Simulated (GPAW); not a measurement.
Runs of GPAW 26.7.0 on FeO. Symmetry: F-43m, No. 216, cubic system. Conventional cell: a = 4.764 Å, b = 4.764 Å, c = 4.764 Å, α = 90.00°, β = 90.00°, γ = 90.00°. Fe (site symmetry -43m) is surrounded by 4 O at 2.06 Å. O (site symmetry -43m) is surrounded by 4 Fe at 2.06 Å. The cell comes from a database or a generator and needn't be the stable form of this composition.

```tsv
level	potentials or basis	spin	U	fixed moment (μB)	gap on the mesh (eV)	pressure (GPa)	moment (μB)
r2SCAN+U	GPAW PAW data sets (gpaw-data 1.2.1), pw	collinear, ferromagnetic start	Fe d U = 5 eV	1.0	-	-22.8	1.00
PBEsol+U	PAW data sets generated in the run's folder for this functional, pw	collinear, zero start	Fe d U = 4 eV	0.0	-	-33.0	0.00
r2SCAN+U	GPAW PAW data sets (gpaw-data 1.2.1), pw	collinear, ferromagnetic start	Fe d U = 5 eV	-	none	-12.3	(a)
PBEsol	PAW data sets generated in the run's folder for this functional, pw	collinear, random start	-	-	none	-16.5	4.01
PBEsol	PAW data sets generated in the run's folder for this functional, pw	collinear, zero start	-	-	none	-36.3	0.00
```

Alike in all rows: task single point; cell as given; k mesh 7 × 7 × 7; cutoff (eV) 800; smearing gaussian 0.05 eV.

Q: Estimate the missing entries.

A: (a) 4.09.

Caveats: a cell with one magnetic atom can't hold antiferromagnetic order, which such compounds often take (some runs); the PAW data sets were made with another functional, which shifts forces and pressure a little (some runs); the total moment is fixed, so each spin has its own Fermi level (some runs); the run has no moments, though such compounds are often magnetic (some runs); a magnetic state may lie lower (some runs); a pressure of tens of GPa on the cell as given is suspect, and the run, the potentials or the cell itself is likely at fault (some runs); semilocal functionals often make such compounds metallic where correlation or magnetic order opens a gap, which also shifts bond lengths (some runs).

A gap of «none» marks a metal or a gap under the smearing width.
